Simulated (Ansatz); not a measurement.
Varying the input for CdS

The reference input for Ansatz (plane-wave DFT with PAW):

```yaml
crystal:
  lattice:
    - [0.0, 2.753244, 2.753244]
    - [2.753244, 0.0, 2.753244]
    - [2.753244, 2.753244, 0.0]
  atoms:
    - { symbol: Cd, position: [0.0, 0.0, 0.0] }
    - { symbol: S, position: [0.5, 0.5, 0.5] }
basis:
  ecutwfc: 420
kpoints:
  mp_grid: { grid: [4, 4, 4] }
hamiltonian:
  xc: pbe
scf:
  occupations: { method: gaussian, width: 0.1 }
output:
  forces: true
  stress: true
  eigenvalues: true
```

Command:

```bash
ansatz run input.yaml --threads 1 --pin off --max-ram 1331MiB --backend cpu --events-out ev --progress --plain --runs-dir out
```

The run converges in 6 SCF iterations on 8 irreducible k-points: pressure -0.09 GPa.

The inputs are trials, many of them unsound on purpose. Their numbers show the effect of the settings and aren't properties of the material. Each trial's input is given as a difference from the reference's; energies are extrapolated to zero smearing where there is one, and pressure is positive in compression.

Trial 1 (origin moved):

```diff
 crystal:
   atoms:
-    - { symbol: Cd, position: [0.0, 0.0, 0.0] }
-    - { symbol: S, position: [0.5, 0.5, 0.5] }
+    - { symbol: Cd, position: [0.552, 0.214, 0.229] }
+    - { symbol: S, position: [1.052, 0.714, 0.729] }
 basis:
-  ecutwfc: 420
+  ecutwfc: 160
 scf:
-  occupations: { method: gaussian, width: 0.1 }
+  occupations: { method: fixed }
+  mixing: { beta: 0.52 }
+  initial_density: { chi_scale: 0, normalization: atom }
+  max_iter: 62
 output:
-  forces: true
-  stress: true
+  forces: false
+  stress: false
+  dos: { projected: true }
```

The run converges in 8 SCF iterations on 8 irreducible k-points: energy 27.94 eV per atom above the reference, no gap. It warns that bands overlap at the filling; that the cutoff lies under the recommended one, 420 eV for these potentials; that the bands looked metallic on the way.

Trial 2:

```diff
 crystal:
   atoms:
-    - { symbol: Cd, position: [0.0, 0.0, 0.0] }
+    - { symbol: Cd, position: [0.0, 0.0, 0.0], spin: 0.1 }
 basis:
-  ecutwfc: 420
+  ecutwfc: 510
 kpoints:
-  mp_grid: { grid: [4, 4, 4] }
+  mp_grid: { kspacing: 1.3 }
 scf:
-  occupations: { method: gaussian, width: 0.1 }
+  occupations: { method: fermi_dirac, width: "1000 K" }
+  lower_state_search: "off"
+  max_iter: 100
 output:
+  populations: true
+  optics: { e_range: [0, 10], sigma: 0.2 }
+magnetization:
+  spin_polarized: true
+accuracy: medium
```

The run converges in 29 SCF iterations on 3 irreducible k-points: energy 808 meV per atom above the reference, pressure 6.32 GPa, no gap, cell moment 0.55 μB (the reference has none, and so few k-points can make one). It warns that optics were asked on partly filled bands.

Trial 3:

```diff
 basis:
-  ecutwfc: 420
+  ecutwfc: "24 Ha"
```

The run converges in 6 SCF iterations on 8 irreducible k-points: energy 1.47 meV per atom below the reference, pressure -0.10 GPa.

Trial 4:

```diff
 basis:
+  xc_grid: 1
 hamiltonian:
-  xc: pbe
+  xc: pbesol
```

The run converges in 6 SCF iterations on 8 irreducible k-points: pressure -4.02 GPa.